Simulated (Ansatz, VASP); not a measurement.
## MgS in VASP and in Ansatz

```
S Mg
1.0
     0.00000    2.80479    2.83312
     2.80479    0.00000    2.83312
     2.80479    2.80479    0.00000
S Mg
1 1
Direct
  0.25000 0.25000 0.25000
  0.00000 0.00000 0.00000
```

The cell comes from a database or a generator and needn't be the stable form of this composition.

Alike in both runs: functional PBEsol; k mesh 7 × 7 × 7; occupations fermi-dirac, width 0.05 eV; no spin polarisation.

|  | VASP | Ansatz |
| --- | --- | --- |
| version | VASP 6.6.1 | Ansatz 0.2.0 |
| potentials or method | VASP PAW PBE potentials, release 64 (S, Mg) | Ansatz PAW |
| plane-wave cutoff (eV) | 520 | 420 |
| valence electrons in the cell | 8 | 16 |
| task | single point | band structure |

Ansatz gave:

| Item | Value |
| --- | --- |
| gap on the k mesh at the Fermi level (eV) | 3.37 |
| least direct gap on the mesh (eV) | 3.37 |
| pressure (GPa) | 0.7 |
| largest component of the traceless stress (GPa) | 0.13 |

**Question.** Estimate VASP's values.

**Answer.** gap on the k mesh at the Fermi level (eV): 3.37; least direct gap on the mesh (eV): 3.37; pressure (GPa): 0.6; largest component of the traceless stress (GPa): 0.13.

The functional is the same, so the differences come from potentials, cutoffs and numerics. The two sets of potentials don't hold the same shells in valence.

Caveats: the PAW data sets were made with another functional, which shifts forces and pressure a little (VASP); an odd mesh through Γ misses points on the zone boundary, where band edges often lie (VASP); the PAW data sets come from PBE, with cores solved anew for the run's functional, which leaves a small shift of forces and pressure (Ansatz). PBEsol gaps usually lie below the measured ones, often by a third to a half.
